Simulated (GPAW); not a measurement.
Na in GPAW: convergence with plane-wave cutoff (eV)

Crystal: Na.

```xyz
2
Lattice="3.7670 0.0000 0.0000 -1.8835 3.2623 0.0000 0.0000 0.0000 6.1540" Properties=species:S:1:pos:R:3 pbc="T T T"
Na    1.8835    1.0874    4.6155
Na    0.0000    2.1749    1.5385
```

This isn't the form of Na at room conditions, which is bcc.

```yaml
Program: GPAW 26.7.0
Task: convergence study
Functional: RPBE
Potentials_or_basis: the program's PAW data sets (release 1.2.1) made for this functional
Cutoff: 300 eV
Basis: pw
k_mesh: 6 × 6 × 4
Occupations: fermi-dirac, width 0.05 eV
Spin: no spin polarisation
```

These are the settings of the first run; the series varies plane-wave cutoff (eV), with any setting tied to it.

Hardware: 1 thread of Arm Neoverse V1, with other jobs on the host.

```
plane-wave cutoff (eV)  energy less the tightest run, at zero smearing (meV/atom)  pressure (GPa)  SCF cycles  CPU time (s)  peak memory (GiB)
                   300                                                      17.64           -0.11           8           5.3               0.13
                   350                                                       3.42            0.26           8           8.1               0.13
                   400                                                       1.69            0.35           8             9               0.14
                   500                                                       0.96            0.34           8           8.6               0.15
                   600                                                       0.29            0.35           8            15               0.17
                   700                                                       0.22            0.35           8            17               0.18
                   800                                                       0.20            0.35           8            18               0.19
                  1000                                                       0.10            0.35           8            27               0.22
                  1200                                                       0.00            0.35           8            30               0.27
```

Against the tightest run, the energy stays within 1 meV/atom from 500 on; the pressure stays within 0.1 GPa from 350 on. The tightest run that finished is the yardstick and may itself not be fully converged.
